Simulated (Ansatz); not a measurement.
Consider the following.

```
CELL_PARAMETERS angstrom
      4.45201     0.00000     0.00000
      0.00000     4.45201     0.00000
      0.00000     0.00000     2.92010
ATOMIC_POSITIONS crystal
  Ge 0.00000 0.00000 0.00000
  Ge 0.50000 0.50000 0.50000
  O  0.30648 0.30648 0.00000
  O  0.80648 0.19352 0.50000
  O  0.19352 0.80648 0.50000
  O  0.69352 0.69352 0.00000
```

No spin polarisation.

Level of theory: PBE in Ansatz (plane waves to 420 eV, PAW, no SOC), earlier PAW set. k-mesh 7×7×11 (Γ-centred); smearing 0.05 eV (Fermi–Dirac).

Question: Predict the valence-band top at Γ and band gap.

Answer: The valence-band top at Γ (three highest levels, from the VBM) comes out as 0.00, -0.79, -0.79 eV and the band gap comes out as 1.28 eV.

The cells carry an imposed strain or load. No phonon test of stability was made. The cell was made from GeO$_{2}$ in the rutile structure (space group P4_2/mnm, No. 136) by this change: biaxial strain −0.81 %, plane normal [001], relaxed out of plane.

Ansatz is a program for electronic structure.
